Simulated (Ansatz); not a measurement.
# VGe2N4 monolayer in a perpendicular field, part 2 of 2

Aim: how the VGe2N4 monolayer screens a field along its normal, and what the field does to its bands. A positive field points along +c.

Ansatz 0.2.0; plane-wave DFT, PBE-D3(BJ), Ansatz PAW.

So far. Step 2 (Relaxing the slab): The lattice constant a goes from 3.020 to 2.984 Å.

### Step 3. Single point, field 0

A sawtooth potential applies the field, turning back in the middle of the vacuum. With the dipole correction the typed value is the field outside the slab. The induced dipole is small, so the SCF threshold is tight.

The cell differs from the one that the last finished run ended in (c 45.176 → 25.320 Å).

File input.yaml:

```yaml
crystal:
  lattice:
    - [2.9841861693, 0.0, 0.0]
    - [-1.4920930847, 2.5843810322, 0.0]
    - [0.0, 0.0, 25.3196034492]
  atoms:
    - { symbol: "N", position: [0.0, 0.0, 0.355455804] }
    - { symbol: Ge, position: [0.3333333333, 0.6666666667, 0.3811232178] }
    - { symbol: "N", position: [0.3333333333, 0.6666666667, 0.4552747231], spin: -0.05 }
    - { symbol: V, position: [0.0, 0.0, 0.5], spin: 0.76 }
    - { symbol: "N", position: [0.3333333333, 0.6666666667, 0.5447252769], spin: -0.05 }
    - { symbol: Ge, position: [0.3333333333, 0.6666666667, 0.6188767822] }
    - { symbol: "N", position: [0.0, 0.0, 0.644544196] }
magnetization:
  spin_polarized: true
kpoints:
  mp_grid: { grid: [18, 18, 1] }
  band_path:
    path: [[0, 0, 0], [0.5, 0, 0], [0.33333333, 0.33333333, 0], [0, 0, 0]]
    npoints: 16
hamiltonian:
  xc: pbe
  dispersion: d3bj
scf:
  occupations: { method: fermi_dirac, width: 0.02585 }
  convergence: { dr2_threshold: 1.0e-10 }
efield:
  axis: 3
  dipole_correction: true
  ramp_position: 0.97
  ramp_width: 0.06
  amplitude: 0
output:
  dos: { projected: true, e_range: [-6, 5] }
  write_potential: true
  write_density: true
  volumetric_format: npy
  elf: true
```

Launch:

```sh
$ ansatz run input.yaml --threads 4 --pin off --max-ram 6144MiB --backend cpu --events-out ev --progress --plain --runs-dir out
```

Numbers of over 12 decimals in the logs are rounded to 6 here.

The program printed:

```text
[...]
Crystal: 7 atoms, lattice volume = 195.272 Å³
Basis set: ecut = 420 eV, 3721 PW (Γ)
Bands: 38, of which v1, the nominal top of the filled ones, is band 31 counted from 1 (30 counted from 0)
Symmetry: 6 space group operations
k-points: 37 of 324 (time reversal used)
[...]
Starting moments: Σ|m| = 0.86 μB on 3 of 7 sites
[...]
SCF iter   1: F=—  HF=-13036.552650 eV  |F-HF|=—  |Δ(HF+E_count)|=         —  Δρ=4.96e-2 (↑4.96e-2 ↓4.52e-2)  dr2=1.99e1  dr2_m=1.23e-1  M=0.345 μB ∫|m|=0.395 μB  β_m=0.63  ethr=3.10e-3  p=-0.000 e·Å  D=-3.71e-15 V/Å  ΔV_dip=0.00 eV  dr2_dipole=3.70e-8  V_vac-E_F(+/−)=6.72/6.72 eV  ⟨swp⟩=10.0  Hψ=13479  notcnv=0
[...]
efield: sawtooth ramp at fractional position 0.9700 (set: `efield.ramp_position`, or a place that a band, a saddle search or an elastic batch's reference lends), width 0.0600; the density the first Hamiltonian is built on has a dipole p = -0.000 e·Å; the dipole correction subtracts the counter field D = -3.71e-15 V/Å, which shifts the + side's vacuum level by +0.00 eV against the − side's; the planar-averaged density in the ramp window peaks in size at 2.4e-5 e/Å³
[...]
SCF iter   2: F=—  HF=-13037.651273 eV  |F-HF|=—  |Δ(HF+E_count)|=    1.10e0  Δρ=1.87e-2 (↑1.87e-2 ↓1.85e-2)  dr2=2.72e0  dr2_m=3.94e-3  M=0.506 μB ∫|m|=0.554 μB  β_m=0.38  ethr=3.10e-3  p=0.000 e·Å  D=3.00e-5 V/Å  ΔV_dip=-0.00 eV  dr2_dipole=7.48e-8  V_vac-E_F(+/−)=6.39/6.39 eV  ⟨swp⟩=3.6  Hψ=6697  notcnv=0  defer=138
density mixer auto → msr1: a metal under ldos (density of states about μ 0.51 of a free-electron gas's, 18 screened modes)
SCF iter   3: F=—  HF=-13040.707845 eV  |F-HF|=—  |Δ(HF+E_count)|=    3.06e0  Δρ=1.21e-2 (↑8.68e-3 ↓1.21e-2)  dr2=3.13e-1  dr2_m=7.37e-2  M=0.764 μB ∫|m|=0.850 μB  β_m=0.53  ethr=3.10e-3  p=-0.000 e·Å  D=-1.19e-5 V/Å  ΔV_dip=0.00 eV  dr2_dipole=3.61e-9  V_vac-E_F(+/−)=5.83/5.83 eV  ⟨swp⟩=2.6  Hψ=4761  notcnv=0  defer=135
[...]
SCF iter  16: F=-13041.451395 eV  HF=-13041.451395 eV  |F-HF|=4.18e-11  |Δ(HF+E_count)|=  7.82e-11  Δρ=4.24e-8 (↑4.03e-8 ↓4.24e-8)  dr2=2.09e-11  dr2_m=6.76e-13  M=0.997 μB ∫|m|=1.226 μB  ethr=1.00e-12  p=-0.000 e·Å  D=-1.06e-8 V/Å  ΔV_dip=0.00 eV  dr2_dipole=1.16e-14  V_vac-E_F(+/−)=5.81/5.81 eV  ⟨swp⟩=11.0  Hψ=9635  notcnv=0
SCF 1 converged in 16 iterations: F = -13041.451395 eV  dr2 = 2.09e-11
[...]
NSCF: frozen V_eff on 49 k-points
efield: sawtooth ramp at fractional position 0.9700 (kept from the solve that this one continues, or follows in the run), width 0.0600; the density the first Hamiltonian is built on has a dipole p = -0.000 e·Å; the dipole correction subtracts the counter field D = -1.06e-8 V/Å, which shifts the + side's vacuum level by +0.00 eV against the − side's; the planar-averaged density in the ramp window peaks in size at 2.4e-5 e/Å³
SCF converged after 16 iterations
Magnetization: 0.9967 μB (30.9983 up, 30.0017 down)
Absolute magnetization: 1.2260 μB (∫|ρ↑−ρ↓|, with the PAW one-centre terms)
[...]
Per-site moments (μB) at R_I (Å): [(0.00380638, 0.759584), (0.00306061, 0.759584), (-0.049164, 0.774463), (0.778267, 0.850475), (-0.049164, 0.774463), (0.00306061, 0.759584), (0.00380632, 0.759584)]
Free energy (F): -13041.451395 eV
[...]
Internal energy: -13041.450923 eV  (E = F + TS)
E sigma→0 (E₀):  -13041.451159 eV
Entropy (-TS):   -0.000473 eV (-0.068 meV/atom)
Fermi energy:    1.024575 eV
Dipole field:    D = -0.000000 V/Å  (p = -0.000000 e·Å, saw-weighted, corrected)
Work function:   Φ+ = 5.8103 eV   Φ− = 5.8103 eV
Levels:          The Fermi level and band energies are counted from a zero that moves with the ramp; work functions are not
[...]
--- Band table (eV; the first three rows and the last of 74) ---
  k-point 0 ↑: bands = [... 27 lower, -0.9662, -0.9662, -0.3741, 0.9329, 3.2702, 3.2702, 3.3178, 3.4727, ... 3 higher]
  k-point 1 ↑: bands = [... 27 lower, -1.0678, -1.0158, -0.2837, 0.9517, 3.1417, 3.1458, 3.3286, 3.4360, ... 3 higher]
  k-point 2 ↑: bands = [... 27 lower, -1.2446, -1.1533, -0.2131, 0.8965, 2.9812, 2.9955, 3.3300, 3.4871, ... 3 higher]
  k-point 36 ↓: bands = [... 27 lower, -2.2900, -1.1069, -0.6024, 1.3051, 2.6918, 3.7236, 4.1377, 4.1943, ... 3 higher]
```

It took 66 s on 4 threads of Arm Neoverse N1, shared host; peak memory 0.9 GiB.

This step gave:

```yaml
energy_at_zero_smearing: -13041.4512 eV
total_moment: 0.9967 μB
site_moments: 0.003806, 0.003061, -0.04916, 0.7783, -0.04916, 0.003061, 0.003806 μB
dipole_along_the_normal: -1.70e-7 e·Å
gap_along_the_path: 0.2021 eV
ionisation_energy_upper_face: 5.883 eV
electron_affinity_upper_face: 5.681 eV
gap_the_smaller_of_path_and_mesh: 0.2021 eV
```

Running mean over a fixed 2.7 Å (it still follows the layers) of the planar mean; the ramp of the sawtooth is left out. The electron's electrostatic potential energy less the Fermi level by z:

```tsv
z (Å)	electron's electrostatic potential energy less the Fermi level (eV)
3.5	5.81
4.0	5.81
4.5	5.81
5.0	5.81
5.5	5.81
6.0	5.79
6.5	5.73
7.0	5.39
7.5	3.57
8.0	-0.360
8.5	-4.21
9.0	-6.99
9.5	-8.13
10.0	-8.55
10.5	-7.69
11.0	-6.43
11.5	-6.42
12.0	-7.59
12.5	-9.04
13.0	-8.62
13.5	-7.04
14.0	-6.28
14.5	-6.76
15.0	-8.19
15.5	-8.46
16.0	-7.87
16.5	-6.16
17.0	-2.92
17.5	1.17
18.0	4.53
18.5	5.58
19.0	5.77
19.5	5.80
20.0	5.81
20.5	5.81
21.0	5.81
21.5	5.81
22.0	5.81
```

The density of states has structure finer than the step of the table below, so its rows give means over 0.2 eV, whole bins alone (the curve runs from -6 to 2.11 eV). Peaks (eV: height): total -5.15: 7.67, -4.70: 9.95, -2.97: 10.3, -2.80: 8.36, -2.22: 7.74, -0.98: 11.2, 0.15: 8.94; up -5.17: 4.38, -4.70: 6.00, -3.30: 3.05, -2.97: 7.57, -2.25: 4.76, -0.98: 11.2, 1.58: 3.55; down -5.15: 5.38, -4.68: 5.42, -2.80: 5.29, -2.61: 4.14, -2.31: 4.16, -2.20: 6.17, 0.15: 8.94.

The density of states by energy, zero at the Fermi level of the run, which the smearing sets inside the gap; means over each step; values in states/eV a cell:

```tsv
energy (eV)	total	up	down
-5.8	3.36	1.89	1.48
-5.6	2.78	1.15	1.63
-5.4	1.99	1.02	0.970
-5.2	4.60	2.37	2.23
-5.0	3.14	1.63	1.51
-4.8	5.11	2.91	2.20
-4.6	6.01	2.62	3.39
-4.4	2.61	1.26	1.35
-4.2	2.40	1.28	1.12
-4.0	3.60	1.94	1.66
-3.8	3.15	1.50	1.65
-3.6	3.24	1.76	1.48
-3.4	3.20	1.53	1.67
-3.2	3.72	2.00	1.72
-3.0	6.74	3.82	2.92
-2.8	6.20	2.77	3.43
-2.6	5.74	2.90	2.84
-2.4	6.04	2.95	3.09
-2.2	5.72	2.75	2.98
-2.0	3.66	1.71	1.95
-1.8	2.69	1.21	1.48
-1.6	1.39	0.669	0.725
-1.4	1.24	0.580	0.663
-1.2	0.950	0.309	0.641
-1.0	2.86	2.86	0
-0.8	1.30	1.30	0
-0.6	0.535	0.535	0
-0.4	0.284	0.284	0
-0.2	0.318	0.318	0
0.0	0.0922	0.0922	0
0.2	3.00	0.129	2.87
0.4	0.813	0.292	0.521
0.6	0.743	0.404	0.338
0.8	0.833	0.554	0.279
1.0	1.28	0.773	0.504
1.2	0.928	0.928	0
1.4	1.52	1.52	0
1.6	2.54	2.50	0.0395
1.8	2.19	1.67	0.522
2.0	3.05	1.73	1.31
```

Projected DOS per atom over height of the atomic layer and energy from the Fermi level. Layers: N Ge N V N Ge N from below.

Ten even steps from '_' (0.00 states/eV) to '@' (1.87 states/eV), each cell a mean:
```
____..@@..____
____..%%..____
______==______
______--______
______==______
______%%______
______..______
______--______
______##______
..__..__..__..
--__::__::__--
++__++--++__++
==__%%==%%__==
++__##++##__++
--__==--==__--
::__------__::
--..------..--
--..........--
++::++--++::++
--..==::==..--
....::..::....
::..--..--..::
```
Columns: height of the atomic layer (Å) from 9 to 16.3 (not evenly spaced); rows upwards: energy from the Fermi level (eV) from -5.96 to 2.05.

Projected DOS per atom, spin up over height of the atomic layer and energy from the Fermi level. Layers: N Ge N V N Ge N from below.

Ten even steps from '_' (0.00 states/eV) to '@' (1.45 states/eV), each cell a mean:
```
____..**..____
____..@@..____
______++______
______--______
______..______
______________
______..______
______==______
______@@______
____..__..____
::__..__..__::
--__::::::__--
--__==--==__--
--__==--==__--
::__::::::__::
..__::::::__..
::__::::::__::
::____..____::
--..--::--..--
::..::::::..::
..__..__..__..
....::..::....
```
Columns: height of the atomic layer (Å) from 9 to 16.3 (not evenly spaced); rows upwards: energy from the Fermi level (eV) from -5.96 to 2.05.

Projected DOS per atom, spin down over height of the atomic layer and energy from the Fermi level. Layers: N Ge N V N Ge N from below.

Ten even steps from '_' (0.00 states/eV) to '@' (1.43 states/eV), each cell a mean:
```
______**______
______________
______________
______..______
______--______
______@@______
______________
______________
______________
..__..__..__..
::__..__..__::
--__--::--__--
--__++--++__--
--__==--==__--
::__::..::__::
..__::..::__..
::__::..::__::
::__..__..__::
--..--::--..--
::..::..::..::
..__..__..__..
....::__::....
```
Columns: height of the atomic layer (Å) from 9 to 16.3 (not evenly spaced); rows upwards: energy from the Fermi level (eV) from -5.96 to 2.05.

Deep bands are left out, so band numbers here count from the lowest band kept and differ from the log's. The electronic bands at the labelled points (eV, zero at the Fermi level of the run, which the smearing sets inside the gap; # counts the bands kept):

```tsv
point	up #12	up #13	up #14	up #15	down #10	down #12	down #13	down #14
Γ	-1.40	-0.09	2.25	2.25	-1.87	-1.41	0.94	2.54
halfway	-1.56	-0.72	1.65	1.83	-2.62	-1.55	0.48	2.37
M	-2.09	-0.96	1.06	1.16	-2.40	-2.06	0.14	2.04
halfway	-1.93	-0.84	0.60	1.56	-2.87	-1.91	0.16	1.91
K	-1.62	-0.58	0.16	1.87	-3.31	-1.63	0.28	1.67
halfway	-1.66	-0.88	1.54	1.68	-2.54	-1.64	0.32	2.31
Γ	-1.40	-0.09	2.25	2.25	-1.87	-1.41	0.94	2.54
```

Spin density in the ca plane at fractional y = 0.667, with atoms of Ge and N within 0.2 Å of it.

Ten even steps from '0' (-5.88 × 1e-2 e/Å³) to '9' (9.98 × 1e-2 e/Å³), each cell a mean:
```
33333333333333333333444896443333333333333333
33333333333333333333445896443333333333333333
33333333333333333333334674333333333333333333
33333333333333333333213443213333333333333333
33333333333333333443202332003443333333333333
33333333333333333444202332003443333333333333
33333333333333333333213443213333333333333333
33333333333333333333334664333333333333333333
```
Columns run along c (16.0 Å, from fractional 0.16 to 0.79 of the cell), rows up along a (3.0 Å). Atoms in or near the plane, at fractional coordinates: Ge at (0.38, 0.33), N at (0.46, 0.33), N at (0.54, 0.33), Ge at (0.62, 0.33).

Valence density in the ca plane at fractional y = 0.667, with atoms of Ge and N within 0.2 Å of it. It is the smooth field of the valence electrons, not physical close to the nuclei.

Values in e/Å³, 5 rows by 16 columns, each cell a mean:
```
 0  0  0  0  0  0  0  0  0  0  0  0  0  0  0  0
 0  0  0  0  0  0  0  0  1  0  0  0  0  0  0  0
 0  0  0  0  0  0  0  0  9  1  2  1  2  1  9  1
 0  0  0  0  0  0  0  0 18  1  3  1  3  1 18  1
 0  0  0  0  0  0  0  0  1  0  1  0  1  0  1  0
```
Columns run along c (16.0 Å, from fractional 0.05 to 0.68 of the cell), rows up along a (3.0 Å). Atoms in or near the plane, at fractional coordinates: Ge at (0.38, 0.33), N at (0.46, 0.33), N at (0.54, 0.33), Ge at (0.62, 0.33).

ELF in the ca plane at fractional y = 0.667, with atoms of Ge and N within 0.2 Å of it. It is the smooth field of the valence electrons, not physical close to the nuclei.

Values, 5 rows by 16 columns, each cell a mean:
```
0.00 0.00 0.00 0.00 0.00 0.01 0.23 0.62 0.50 0.10 0.14 0.15 0.13 0.09 0.41 0.64
0.00 0.00 0.00 0.00 0.00 0.01 0.13 0.48 0.41 0.25 0.51 0.15 0.46 0.30 0.36 0.51
0.00 0.00 0.00 0.00 0.00 0.00 0.02 0.20 0.12 0.52 0.67 0.39 0.67 0.62 0.12 0.22
0.00 0.00 0.00 0.00 0.00 0.00 0.02 0.17 0.05 0.54 0.51 0.41 0.53 0.63 0.06 0.18
0.00 0.00 0.00 0.00 0.00 0.00 0.08 0.37 0.32 0.37 0.70 0.22 0.66 0.44 0.30 0.40
```
Columns run along c (16.0 Å, from fractional 0.05 to 0.68 of the cell), rows up along a (3.0 Å). Atoms in or near the plane, at fractional coordinates: Ge at (0.38, 0.33), N at (0.46, 0.33), N at (0.54, 0.33), Ge at (0.62, 0.33).

The gap is 0.20 eV, with the valence edge 5.88 eV and the conduction edge 5.68 eV under the upper vacuum level.

### Step 4. Single point, field 0.1 V/Å

input.yaml: that of step 3 with these lines changed.

```diff
@@ -29,7 +29,6 @@
   dipole_correction: true
-  ramp_position: 0.97
-  ramp_width: 0.06
-  amplitude: 0
+  ramp_position: 0.9372
+  ramp_width: 0.1256
+  amplitude: 0.1
 output:
-  dos: { projected: true, e_range: [-6, 5] }
   write_potential: true
@@ -37,2 +36 @@
   volumetric_format: npy
-  elf: true
```

The program printed:

```text
[...]
Crystal: 7 atoms, lattice volume = 195.272 Å³
Basis set: ecut = 420 eV, 3721 PW (Γ)
Bands: 38, of which v1, the nominal top of the filled ones, is band 31 counted from 1 (30 counted from 0)
Symmetry: 6 space group operations
k-points: 37 of 324 (time reversal used)
[...]
Starting moments: Σ|m| = 0.86 μB on 3 of 7 sites
[...]
k-point 1 ↑: bands = [... 27 lower, -1.0679, -1.0158, -0.2839, 0.9516, 3.1323, 3.1540, 3.3282, 3.4359, ... 3 higher]
  k-point 2 ↑: bands = [... 27 lower, -1.2447, -1.1533, -0.2133, 0.8963, 2.9753, 3.0005, 3.3297, 3.4869, ... 3 higher]
  k-point 36 ↓: bands = [... 27 lower, -2.2902, -1.1087, -0.6008, 1.3049, 2.6916, 3.7233, 4.1374, 4.1939, ... 3 higher]
[key lines of the parts left out:]
SCF converged after 16 iterations
Magnetization: 0.9967 μB (30.9983 up, 30.0017 down)
Free energy (F): -13041.453161 eV
Fermi energy:    1.024401 eV
Dipole field:    D = 0.032732 V/Å  (p = 0.035322 e·Å, saw-weighted, corrected)
```

Elapsed: 66 s, on 4 threads; peak memory 0.9 GiB; 4.3 min of CPU time.

The dipole is 0.0353 e·Å, and the gap 0.202 eV.

### Step 5. Atoms held, field -0.1 V/Å

input.yaml: that of step 4 with these lines changed.

```diff
@@ -31,3 +31,3 @@
   ramp_width: 0.1256
-  amplitude: 0.1
+  amplitude: -0.1
 output:
```

The program printed:

```text
[...]
Crystal: 7 atoms, lattice volume = 195.272 Å³
Basis set: ecut = 420 eV, 3721 PW (Γ)
Bands: 38, of which v1, the nominal top of the filled ones, is band 31 counted from 1 (30 counted from 0)
Symmetry: 6 space group operations
k-points: 37 of 324 (time reversal used)
[...]
Starting moments: Σ|m| = 0.86 μB on 3 of 7 sites
[...]
k-point 1 ↑: bands = [... 27 lower, -1.0679, -1.0158, -0.2839, 0.9516, 3.1323, 3.1540, 3.3282, 3.4359, ... 3 higher]
  k-point 2 ↑: bands = [... 27 lower, -1.2447, -1.1533, -0.2133, 0.8963, 2.9753, 3.0005, 3.3297, 3.4869, ... 3 higher]
  k-point 36 ↓: bands = [... 27 lower, -2.2902, -1.1087, -0.6008, 1.3049, 2.6916, 3.7233, 4.1374, 4.1939, ... 3 higher]
[key lines of the parts left out:]
SCF converged after 16 iterations
Magnetization: 0.9967 μB (30.9983 up, 30.0017 down)
Free energy (F): -13041.453161 eV
Fermi energy:    1.024401 eV
Dipole field:    D = -0.032732 V/Å  (p = -0.035322 e·Å, saw-weighted, corrected)
```

It took 66 s on 4 threads; peak memory 0.9 GiB; 4.3 min of CPU time.

The dipole is -0.0353 e·Å, and the gap 0.202 eV.

### Step 6. Response, atoms held

This step: plane-wave DFT, PBE-D3(BJ), Ansatz PAW; response to a field along the normal, atoms held (Ansatz 0.2.0).

The dipoles give the slope, and the difference of two potentials shows where the field is screened.

Numbers from this step:

```
equivalent conductor thickness p/(ε₀AE) : 8.288 Å
distance between the outer atoms        : 7.320 Å
```

Dipole of the cell against applied field:

```tsv
applied field (V/Å)	dipole of the cell (e·Å)
-0.1000	-0.0353
0.0000	-1.7e-7
0.1000	0.0353
```

The total moment stays at 0.997 μB for applied field from -0.1 to 0.1 V/Å.

Local field over the applied field, running mean. From the potentials at -0.1 and 0.1 V/Å; running mean over 2.5 Å. Local field over applied field against z:

```tsv
z (Å)	local field over applied field
4.5	1.000
5.0	0.999
5.5	0.995
6.0	0.985
6.5	0.954
7.0	0.878
7.5	0.742
8.0	0.577
8.5	0.400
9.0	0.261
9.5	0.174
10.0	0.135
10.5	0.121
11.0	0.111
11.5	0.0942
12.0	0.0674
12.5	0.0479
13.0	0.0530
13.5	0.0770
14.0	0.103
14.5	0.114
15.0	0.126
15.5	0.144
16.0	0.199
16.5	0.305
17.0	0.463
17.5	0.638
18.0	0.797
18.5	0.913
19.0	0.969
19.5	0.990
20.0	0.997
20.5	0.999
21.0	1.000
```

The induced electron density oscillates, so the rows of the table below give means over windows of 1 Å about each position, cut where the curve ends. Its maxima inside the range that stand out by 2 % of the span (Å: e/Å³ per V/Å): 8.3: 0.00384, 9.3: 0.00170, 10.7: 0.00105, 11.5: 0.00174, 13.1: 8.6e-4, 14.1: 2.3e-4, 15.5: 0.00186, 16.5: -6.4e-4. Its minima: 8.9: 6.4e-4, 9.8: -0.00186, 11.3: -2.3e-4, 12.2: -8.6e-4, 13.8: -0.00174, 14.6: -0.00105, 16.0: -0.00170, 17.0: -0.00384.

Electrons, planar mean, per unit field. Induced electron density against z; means over each step:

z (Å), induced electron density (e/Å³ per V/Å) and a bar from the least value:
```
        5    0.00001 ###############
        6    0.00008 ###############
        7    0.00073 ##################
        8    0.00305 ##############################
        9    0.00138 ######################
       10   -0.00076 ###########
       11    0.00055 ##################
       12    0.00010 ###############
       13    0.00033 ################
       14   -0.00068 ###########
       15    0.00019 ################
       16   -0.00049 ############
       17   -0.00298 
       18   -0.00133 ########
       19   -0.00017 ##############
       20   -0.00002 ###############
       21    0.00000 ###############
```

By hand: between -0.1 and 0.1 V/Å the dipole changes by 0.07064 e·Å, a slope of 0.3532 e·Å²/V. A perfect conductor of thickness t has p = ε₀AEt, so t = 180.95 × 0.3532 / 7.712 = 8.29 Å (e/ε₀ = 180.95 V·Å, A in Å²).

The induced dipole is that of a conductor 8.29 Å thick.

### Step 7. Summary of results

| Quantity | Value |
| --- | --- |
| gap without field | 0.202 eV |
| ionisation energy, upper face | 5.88 eV |
| electron affinity, upper face | 5.68 eV |
| equivalent conductor thickness, atoms held | 8.29 Å |

In words: The induced dipole equals that of a perfect conductor 8.29 Å thick, while the outer atoms lie 7.32 Å apart; an out-of-plane ε follows only once a thickness t is chosen, by 1 − 1/ε = 8.29 Å / t. The gap stays within 0.01 eV of 0.20 eV over the fields run, up to 0.1 V/Å in size. Semilocal functionals give gaps that are too small, and excitons are not included. The magnetic order is the one reached from the typed start; other orders were not compared. Spin-orbit coupling is left out. The outer anions sit over the metal atoms, one of several polytypes of such layers and not the lowest for every compound.

[Logs are printed without paths, hosts, clocks, repeated set-up lines and the standing remarks that a program may print on its own settings, such as how far it seeks lower states.]

[Hosts, paths, dates, database ids (printed as entryN), source tags and the programs' standing remarks are cut or masked in the printed files.]

[Maps of the electrostatic potential energy from Ansatz leave out the sawtooth potential of an applied field or a dipole correction, so their vacuum need not be flat; planar profiles and work functions include it.]

[The density of states shown here was stored with 400 of the rows of the run's finer table, so its peaks can read low, often by over a quarter, or be missed, and its means over a window can be off by a tenth or more.]
